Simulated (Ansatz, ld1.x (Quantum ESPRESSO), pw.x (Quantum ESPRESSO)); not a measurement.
## Which V potential is closest to all-electron in the fcc crystal?

All use PBE, scalar-relativistic, no spin, cutoffs from each file’s atomic test, pw.x 7.5; 15³ k-points, Fermi–Dirac smearing 0.01 Ry. Δ is the rms difference from all-electron LAPW of the E(V) curves that follow from fits to the pressures, over ±6 % in volume. Mesh and smearing are coarse and serve the comparison alone. The files are a selection: those with a ghost or negative overlap were mostly not run, and those with noisy or unconverged pressures or nearly equal Δ are left out.

All-electron: a0 = 3.820 Å (V0 = 13.94 Å³/atom), B0 = 173.4 GPa.

Q: Rank them by Δ, smallest first.
A. PAW, ld1.x (Quantum ESPRESSO) 7.5, PBE; core [Ar], reference 3d4 4s1 4p0; waves: 4s (bound): rcut 1.90, rcutus 2.65 bohr; 4s channel at 0.5 Ry: rcut 1.90, rcutus 2.65 bohr; 4p (bound, empty): rcut 2.30, rcutus 3.05 bohr; 4p channel at 0.55 Ry: rcut 2.30, rcutus 3.05 bohr; 3d (bound): rcut 1.35, rcutus 1.45 bohr; 3d channel at 2.15 Ry: rcut 1.35, rcutus 1.45 bohr; local part: all-electron potential smoothed inside 2.85 bohr (lloc = -2); core correction: none; augmentation: BESSEL, radius 1.40 bohr.
B. ultrasoft, ld1.x (Quantum ESPRESSO) 7.5, PBE; core [Ar], reference 3d3 4s2 4p0; waves: 4s (bound): rcut 2.90, rcutus 3.10 bohr; 4s channel at 0.9 Ry: rcut 2.90, rcutus 3.10 bohr; 4p (bound, empty): rcut 2.55, rcutus 2.90 bohr; 4p channel at 3.65 Ry: rcut 2.55, rcutus 2.90 bohr; 3d (bound): rcut 1.55, rcutus 1.65 bohr; 3d channel at 2.95 Ry: rcut 1.55, rcutus 1.65 bohr; local part: all-electron potential smoothed inside 1.60 bohr (lloc = -2); core correction: none; augmentation: PSQ, inside the norm-conserving radii.
C. ultrasoft, ld1.x (Quantum ESPRESSO) 7.5, PBE; core [Ne], reference 3s2 3p6 3d3 4s2 4p0; waves: 3s (bound): rcut 1.25, rcutus 1.40 bohr; 4s (bound): rcut 1.25, rcutus 1.40 bohr; 3p (bound): rcut 1.40, rcutus 1.80 bohr; 4p (bound, empty): rcut 1.40, rcutus 1.80 bohr; 3d (bound): rcut 1.20, rcutus 1.60 bohr; 3d channel at 3.85 Ry: rcut 1.20, rcutus 1.60 bohr; local part: all-electron potential smoothed inside 1.80 bohr (lloc = -1); core correction: a·sin(br)/r model core inside 1.40 bohr; augmentation: PSQ, inside the norm-conserving radii.

A: C (8.4 meV/atom), A (13.5 meV/atom), B (20.6 meV/atom).
